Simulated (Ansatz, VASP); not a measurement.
# Mg: VASP beside Ansatz

```
Mg
1.0
     0.00000    2.26231    2.26231
     2.26231    0.00000    2.26231
     2.26231    2.26231    0.00000
Mg
1
Cartesian
  0.0000 0.0000 0.0000
```

Alike in both runs: task single point; functional PBE; k mesh 14 × 14 × 14; occupations fermi-dirac, width 0.1 eV; no spin polarisation.

|  | VASP | Ansatz |
| --- | --- | --- |
| version | VASP 6.6.1 | Ansatz 0.2.0 |
| potentials or method | VASP PAW PBE potentials, release 64 (Mg) | plane waves (420 eV) with PAW, scalar-relativistic |
| plane-wave cutoff (eV) | 520 | 420 |
| valence electrons in the cell | 2 | 10 |

```tsv
	VASP	Ansatz	Ansatz less VASP
pressure (GPa)	-0.1	0.0	+0.12
```

The functional is the same, so the differences come from potentials, cutoffs and numerics. The two sets of potentials don't hold the same shells in valence.
